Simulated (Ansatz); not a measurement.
# TaN (P-6m2) in Ansatz: further runs

The runs below take TaN through single point, equation of state, with PBEsol.

All numbers are computed with Ansatz 0.2.0; they aren't measurements. Logs are shortened: lines on timing, memory, paths and dates and some standing lists are left out, and cuts for length are marked.

## (1) The crystal as given

The structure is hexagonal, space group P-6m2 (No. 187). Conventional cell: a = 2.938 Å, b = 2.938 Å, c = 2.883 Å, α = 90.00°, β = 90.00°, γ = 120.00°. Ta (site symmetry -6m2) is surrounded by 6 N at 2.23 Å. Around N (site symmetry -6m2) lie 6 Ta at 2.23 Å.

## (2) Single point, PBEsol, 10.13 Å³/atom (volume scaled by 0.94)

Contents of input.yaml:

```yaml
crystal:
  lattice:
    - [2.8780239874, 0.0, 0.0]
    - [-1.4390119937, 2.4924418858, 0.0]
    - [0.0, 0.0, 2.8241467514]
  atoms:
    - { symbol: Ta, position: [0.0, 0.0, 0.5] }
    - { symbol: "N", position: [0.6666666667, 0.3333333333, 0.0] }
hamiltonian:
  xc: pbesol
  pseudopotentials: { kind: paw }
kpoints:
  mp_grid: { grid: [10, 10, 9] }
scf:
  occupations: { method: fermi_dirac, width: 0.05 }
output:
  forces: true
  stress: true
  eigenvalues: true
  write_density: true
  write_potential: true
  elf: true
  volumetric_format: npy
```

Potentials or basis: Ansatz PAW.

The run is started by

```console
ansatz run input.yaml --threads 2 --pin off --max-ram 5632MiB --backend cpu --events-out ev --progress --plain --runs-dir out
```

Log:

```text
Warning: RAYON_NUM_THREADS=2 ignored (pool sized by the plan → 2); use --threads N
Engine: ansatz 0.2.0, aarch64-unknown-linux-gnu
Pseudopotentials: kind: paw
Pseudopotential: Ta, paw, valence charge 13, recommended cutoff 420 eV (normal), Ta.paw.azcp
Pseudopotential: N, paw, valence charge 5, recommended cutoff 420 eV (normal), N.paw.azcp
Functional definition: PBEsol
  exchange = pbesol_x
  correlation = pbesol_c
Crystal: 2 atoms, lattice volume = 20.258 Å³
Basis set: ecut = 420 eV, 405 PW (Γ), exchange–correlation on 40×40×40 points (8 copies of the dense FFT grid, shifted against one another)
Bands: 13, of which v1, the nominal top of the filled ones, is band 9 counted from 1 (8 counted from 0)
Symmetry: 12 space group operations
Space group: P-6m2 (ITA 187), of the structure as read, at distance tolerance 2.7e-5 Å
k-points: 70 of 900 (time reversal used)
Non-local potential: Ta, projectors of the file, l = 0: 3, l = 1: 2, l = 2: 2, l = 3: 1
Non-local potential: N, projectors of the file, l = 0: 2, l = 1: 2, l = 2: 1
PAW form: soft (Blöchl's): semilocal exchange-correlation on the pseudo side does not see the compensation charge
PAW frozen core: Ta, regenerated for the run's functional, and the local potential with it (the file was generated under x = pbe(κ = 0.804, μ = 0.2195149727645171), c = pbe(β = 0.06672455060314922))
PAW frozen core: N, regenerated for the run's functional, and the local potential with it (the file was generated under x = pbe(κ = 0.804, μ = 0.2195149727645171), c = pbe(β = 0.06672455060314922))
PAW one-centre angular grid: Ta, 590 points (default); XC on 64 Gauss nodes
PAW one-centre angular grid: N, 110 points (default); XC on 64 Gauss nodes
Initial density: superposition of atomic densities (neutral atoms: chi_scale 0, normalization atom), corrected by the library's trained network
Initial wavefunctions: pseudopotential atomic-orbital guess
Functional: x = pbesol(κ = 0.804, μ = 0.12345679012345678), c = pbesol(β = 0.046)
SCF iter   1: F=—  HF=-10187.602504 eV  |F-HF|=—  |Δ(HF+E_count)|=         —  Δρ=1.91e-2  dr2=7.12e-2  ethr=1.77e-3  ⟨swp⟩=6.1  Hψ=4736  notcnv=0
preconditioner: auto → none  [insulator: Δε(μ)=0.322 eV  Ē_g=11.552 eV  σ=0.050 eV  W_gap=0.92  n_scr=8 (ndim 8)  ℏωp=26.1 eV  f_vac=0.000  D(μ)=0.03/eV (n_scr^D=0)  ε∞_Penn≈6.1]
SCF iter   2: F=—  HF=-10187.588370 eV  |F-HF|=—  |Δ(HF+E_count)|=   1.41e-2  Δρ=6.44e-3  dr2=8.19e-3  ethr=3.95e-4  ⟨swp⟩=2.0  Hψ=1713  notcnv=0
SCF iter   3: F=—  HF=-10187.586737 eV  |F-HF|=—  |Δ(HF+E_count)|=   1.63e-3  Δρ=9.29e-4  dr2=7.92e-5  ethr=4.55e-5  ⟨swp⟩=2.1  Hψ=1336  notcnv=0
SCF iter   4: F=—  HF=-10187.586757 eV  |F-HF|=—  |Δ(HF+E_count)|=   2.00e-5  Δρ=1.40e-4  dr2=1.74e-6  ethr=4.40e-7  ⟨swp⟩=2.4  Hψ=1203  notcnv=0
iter 5 did not close the SCF: its close was put off for the readings that it lacked (scf_convergence_deferred on its scf_iter line)
SCF iter   5: F=-10187.586757 eV  HF=-10187.586757 eV  |F-HF|=9.38e-9  |Δ(HF+E_count)|=   4.95e-7  Δρ=1.72e-5  dr2=1.64e-8  ethr=9.64e-9  ⟨swp⟩=2.7  Hψ=1416  notcnv=0
SCF iter   6: F=-10187.586757 eV  HF=-10187.586757 eV  |F-HF|=1.07e-10  |Δ(HF+E_count)|=   1.22e-8  Δρ=1.75e-6  dr2=3.22e-10  ethr=9.09e-11  ⟨swp⟩=5.7  Hψ=5179  notcnv=0
SCF 1 converged in 6 iterations: F = -10187.586757 eV  dr2 = 3.22e-10
SCF converged after 6 iterations
Free energy (F): -10187.586757 eV
Harris-Foulkes:  -10187.586757 eV  (|F-HF|=1.07e-10)
Internal energy: -10187.586479 eV  (E = F + TS)
E sigma→0 (E₀):  -10187.586618 eV
Entropy (-TS):   -0.000279 eV (-0.139 meV/atom)
Fermi energy:    21.534359 eV
--- Per-component energies (eV) ---
  E_band       = -30.356091
  E_kinetic    = 504.019186
  E_local      = -563.422121  (includes V_loc(G=0)·N_el)
  E_nonlocal   = 63.526218
  E_hartree    = 192.555838
  E_xc         = -279.434875
  E_vxc        = -283.653606  (∫ρ·V_xc dr)
  E_paw        = -8396.164109  (= ΣΔE_a)
  E_vpaw       = -135.937599  (= ΣTr[D̂ρ^β])
  E_aug_tail   = 0.000238  (compensation charges beyond the density's cutoff)
  E_ewald      = -1708.908597
  E_core_change = 0.241745  (= ΣΔE_core)
  E_smearing   = -0.000279  (= −TS)
  E_closure    = 0.000000  (closes the sum)
  Σ components = -10187.586757   (vs F -10187.586757, Δ=0.00e0)
--- Forces (eV/Å), atoms counted from 1 ---
  atom   1  Ta    -0.00000000     0.00000000     0.00000000
  atom   2  N      0.00000000     0.00000000     0.00000000
  max |Σ_I F_I| component: 1.48e-16 eV/Å
--- Stress (GPa, compression-positive) ---
       18.564759       0.000000       0.000000
        0.000000      18.564759       0.000000
        0.000000       0.000000      21.092314
  P = ⅓ Tr σ = 19.4073 GPa (194.073 kbar)
--- Band table (eV; the first three rows and the last of 70) ---
  k-point 0: bands = ["-46.7253", "-13.0692", "-12.7719", "-12.7719", "3.3087", "16.6417", "16.6417", "16.9743", "18.5038", "24.1569", "25.3696", "25.3696", "25.8438"]
  k-point 1: bands = ["-46.7175", "-13.2175", "-12.7600", "-12.7600", "3.5977", "16.1956", "16.7499", "16.7499", "19.1705", "24.0216", "24.0216", "24.5692", "26.6844"]
  k-point 2: bands = ["-46.6974", "-13.5770", "-12.7298", "-12.7298", "4.3684", "14.6671", "17.0282", "17.0282", "20.6676", "22.6074", "22.6074", "25.5703", "26.6457"]
  k-point 69: bands = ["-46.5499", "-13.8207", "-13.6061", "-13.3630", "5.4761", "12.8658", "14.6532", "17.3771", "21.0339", "26.4520", "26.9126", "28.6049", "29.3937"]
```

Run time: 1.3 s. Hardware: 2 threads of Arm Neoverse V2, shared host; peak memory 0.29 GiB.

What came out:

```
Free energy            : -10187.5868 eV
Pressure               : 19.4 GPa
Band gap on the k mesh : none (metal or under the smearing width)
```

Caveat: the pressure holds a Pulay correction of +0.5 GPa for the finite cutoff; the PAW data sets come from PBE, with cores solved anew for the run's functional, which leaves a small shift of forces and pressure.

## (3) Single point, PBEsol, 10.34 Å³/atom (volume scaled by 0.96)

Contents of input.yaml:

```yaml
crystal:
  lattice:
    - [2.8982924298, 0.0, 0.0]
    - [-1.4491462149, 2.5099948717, 0.0]
    - [0.0, 0.0, 2.8440357641]
  atoms:
    - { symbol: Ta, position: [0.0, 0.0, 0.5] }
    - { symbol: "N", position: [0.6666666667, 0.3333333333, 0.0] }
hamiltonian:
  xc: pbesol
  pseudopotentials: { kind: paw }
kpoints:
  mp_grid: { grid: [10, 10, 9] }
scf:
  occupations: { method: fermi_dirac, width: 0.05 }
output:
  forces: true
  stress: true
  eigenvalues: true
```

Potentials or basis: Ansatz PAW.

The run is started by

```console
ansatz run input.yaml --threads 2 --pin off --max-ram 5632MiB --backend cpu --events-out ev --progress --plain --runs-dir out
```

Run time: 0.99 s. Hardware: 2 threads of Arm Neoverse V2, shared host; peak memory 0.29 GiB.

Results (log left out):

* Free energy: -10187.6267 eV
* Pressure: 10.4 GPa
* Band gap on the k mesh: none (metal or under the smearing width)

Caveat: the pressure holds a Pulay correction of +0.5 GPa for the finite cutoff; the PAW data sets come from PBE, with cores solved anew for the run's functional, which leaves a small shift of forces and pressure.

## (4) Single point, PBEsol, 10.56 Å³/atom (volume scaled by 0.98)

input.yaml, as its differences from that of step 3:

```diff
@@ -2,5 +2,5 @@
   lattice:
-    - [2.8982924298, 0.0, 0.0]
-    - [-1.4491462149, 2.5099948717, 0.0]
-    - [0.0, 0.0, 2.8440357641]
+    - [2.9182812851, 0.0, 0.0]
+    - [-1.4591406425, 2.5273057282, 0.0]
+    - [0.0, 0.0, 2.8636504237]
   atoms:
```

The run is started by

```console
ansatz run input.yaml --threads 2 --pin off --max-ram 5632MiB --backend cpu --events-out ev --progress --plain --runs-dir out
```

Run time: 1 s. Hardware: 2 threads of Arm Neoverse V2, shared host; peak memory 0.29 GiB.

The run converged. Its results:

* Free energy: -10187.6437 eV
* Pressure: 2.4 GPa
* Band gap on the k mesh: none (metal or under the smearing width)

Caveat: the pressure holds a Pulay correction of +0.5 GPa for the finite cutoff; the PAW data sets come from PBE, with cores solved anew for the run's functional, which leaves a small shift of forces and pressure.

## (5) Single point, PBEsol, 10.78 Å³/atom

input.yaml, as its differences from that of step 4:

```diff
@@ -2,5 +2,5 @@
   lattice:
-    - [2.9182812851, 0.0, 0.0]
-    - [-1.4591406425, 2.5273057282, 0.0]
-    - [0.0, 0.0, 2.8636504237]
+    - [2.938, 0.0, 0.0]
+    - [-1.469, 2.5443826363, 0.0]
+    - [0.0, 0.0, 2.883]
   atoms:
```

The run is started by

```console
ansatz run input.yaml --threads 2 --pin off --max-ram 5632MiB --backend cpu --events-out ev --progress --plain --runs-dir out
```

Wall time 0.98 s (2 threads of Arm Neoverse V2, shared host); peak memory 0.29 GiB.

Results (log left out):

| Item | Value |
| --- | --- |
| Free energy | -10187.6402 eV |
| Pressure | -4.9 GPa |
| Band gap on the k mesh | none (metal or under the smearing width) |

Caveat: the pressure holds a Pulay correction of +0.5 GPa for the finite cutoff; the PAW data sets come from PBE, with cores solved anew for the run's functional, which leaves a small shift of forces and pressure.

## (6) Single point, PBEsol, 10.99 Å³/atom (volume scaled by 1.02)

input.yaml, as its differences from that of step 5:

```diff
@@ -2,5 +2,5 @@
   lattice:
-    - [2.938, 0.0, 0.0]
-    - [-1.469, 2.5443826363, 0.0]
-    - [0.0, 0.0, 2.883]
+    - [2.9574575207, 0.0, 0.0]
+    - [-1.4787287603, 2.5612333435, 0.0]
+    - [0.0, 0.0, 2.9020932717]
   atoms:
@@ -19 +19,5 @@
   eigenvalues: true
+  write_density: true
+  write_potential: true
+  elf: true
+  volumetric_format: npy
```

Potentials or basis: Ansatz PAW.

The run is started by

```console
ansatz run input.yaml --threads 2 --pin off --max-ram 5632MiB --backend cpu --events-out ev --progress --plain --runs-dir out
```

Run time: 1.4 s. Hardware: 2 threads of Arm Neoverse V2, shared host; peak memory 0.29 GiB.

It converged, with:

```
Free energy            : -10187.6182 eV
Pressure               : -11.4 GPa
Band gap on the k mesh : none (metal or under the smearing width)
```

Caveat: the pressure holds a Pulay correction of +0.5 GPa for the finite cutoff; the PAW data sets come from PBE, with cores solved anew for the run's functional, which leaves a small shift of forces and pressure.

## (7) Single point, PBEsol, 11.21 Å³/atom (volume scaled by 1.04)

Contents of input.yaml:

```yaml
crystal:
  lattice:
    - [2.9766623284, 0.0, 0.0]
    - [-1.4883311642, 2.5778651949, 0.0]
    - [0.0, 0.0, 2.9209385612]
  atoms:
    - { symbol: Ta, position: [0.0, 0.0, 0.5] }
    - { symbol: "N", position: [0.6666666667, 0.3333333333, 0.0] }
hamiltonian:
  xc: pbesol
  pseudopotentials: { kind: paw }
kpoints:
  mp_grid: { grid: [10, 10, 9] }
scf:
  occupations: { method: fermi_dirac, width: 0.05 }
output:
  forces: true
  stress: true
  eigenvalues: true
```

The run is started by

```console
ansatz run input.yaml --threads 2 --pin off --max-ram 5632MiB --backend cpu --events-out ev --progress --plain --runs-dir out
```

Run time: 1 s. Hardware: 2 threads of Arm Neoverse V2, shared host; peak memory 0.29 GiB.

It converged, with:

```yaml
Free_energy: -10187.5796 eV
Pressure: -17.2 GPa
Band_gap_on_the_k_mesh: none (metal or under the smearing width)
```

Caveat: the pressure holds a Pulay correction of +0.5 GPa for the finite cutoff; the PAW data sets come from PBE, with cores solved anew for the run's functional, which leaves a small shift of forces and pressure.

## (8) Single point, PBEsol, 11.42 Å³/atom (volume scaled by 1.06)

input.yaml, as its differences from that of step 7:

```diff
@@ -2,5 +2,5 @@
   lattice:
-    - [2.9766623284, 0.0, 0.0]
-    - [-1.4883311642, 2.5778651949, 0.0]
-    - [0.0, 0.0, 2.9209385612]
+    - [2.9956224723, 0.0, 0.0]
+    - [-1.4978112361, 2.5942851611, 0.0]
+    - [0.0, 0.0, 2.939543767]
   atoms:
```

The run is started by

```console
ansatz run input.yaml --threads 2 --pin off --max-ram 5632MiB --backend cpu --events-out ev --progress --plain --runs-dir out
```

Run time: 1.3 s. Hardware: 2 threads of Arm Neoverse V2, shared host; peak memory 0.3 GiB.

The run converged. Its results:

| Property | Result |
| --- | --- |
| Free energy | -10187.5263 eV |
| Pressure | -22.4 GPa |
| Band gap on the k mesh | none (metal or under the smearing width) |

Caveat: the pressure holds a Pulay correction of +0.4 GPa for the finite cutoff; the PAW data sets come from PBE, with cores solved anew for the run's functional, which leaves a small shift of forces and pressure.

## (9) Equation of state, PBEsol

Potentials or basis: Ansatz PAW.

This step only gathers the single runs of the series.

What came out:

```yaml
Equilibrium_volume: 10.63 Å³/atom
Bulk_modulus_at_fixed_shape_and_positions: 364 GPa
Pressure_derivative_of_the_bulk_modulus: 4.4
```

Energy against volume, from the lowest point:
```csv
volume (Å³/atom),energy (meV/atom)
10.129,28.46
10.345,8.48
10.560,0.00
10.776,1.75
10.991,12.75
11.207,32.01
11.422,58.71
```

Caveat: the cell was scaled at fixed shape and fractional positions, which overstates the stiffness of a crystal with free parameters, most of all of layers and chains. The run has no spin-orbit coupling, so splittings on Ta are missing.
